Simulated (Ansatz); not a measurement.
## ZnO: experiment and calculation

**What was measured.**

From a printed reference work (monograph), for a bulk crystal of ZnO at 300 K: lattice constant a 3.253 Å.

From a printed reference work (data compilation), for a bulk crystal of ZnO at 300 K: lattice constant c 5.2069 Å.

“Low temperature photoluminescence study of polycrystalline ZnO”, 2012, arxiv:1202.6248 reports, for a ceramic of ZnO at 6 K: band gap 3.378 eV (an exciton energy, a little under the gap).

How close the calculation comes is told at the end.

Theory: DFT PBE, scalar-relativistic, plane waves, PAW in Ansatz 0.2.0.

Plane waves to 420 eV, a k mesh through Γ of 12×12×6 on the computed 4-atom cell and Gaussian smearing (0.02 eV); no spin polarisation.

Relaxed structure:

```xyz
4
Lattice="3.2795 0.0000 0.0000 -1.6398 2.8402 0.0000 0.0000 0.0000 5.2929" Properties=species:S:1:pos:R:3 pbc="T T T"
Zn    0.0000    1.8934    0.0079
Zn    1.6398    0.9467    2.6544
O     0.0000    1.8934    2.0145
O     1.6398    0.9467    4.6610
```

| Item | Value |
| --- | --- |
| Space group | P6_3mc (No. 186) |
| Volume per atom | 12.33 Å³ |
| Formation energy from the elements' standard states (uncorrected) | -1.424 eV/atom |
| Kohn–Sham band gap | 0.74 eV |
| Orbital (Löwdin) character of the top 1 eV of the valence band | O 2p 75 %, Zn 3d 23 % |
| Orbital (Löwdin) character of the lowest 1 eV of the conduction band | Zn 4s 55 %, O 2p 21 %, O 2s 20 % |
| Bader charge by site (e) | Zn (2 in the cell) 1.21, O (2 in the cell) -1.21 |

Against the measured lattice constant a of ZnO, 3.253 Å (300 K; a printed reference work (monograph)), the calculated 3.280 Å is off by +0.8 %. A measured lattice constant c of ZnO is 5.2069 Å (300 K; a printed reference work (data compilation)); the calculated 5.293 Å exceeds it by 1.7 %. The calculation is for 0 K without zero-point motion. A measured band gap of ZnO is 3.378 eV (an exciton energy, a little under the gap; 6 K; ceramic; “Low temperature photoluminescence study of polycrystalline ZnO”, 2012, arxiv:1202.6248); the calculated 0.74 eV falls short of it by 2.63 eV. Kohn–Sham gaps of semilocal functionals fall short of measured ones as a rule.

It was relaxed from a measured cell (COD). Löwdin shares on free-atom orbitals overweight diffuse shells in the empty bands.
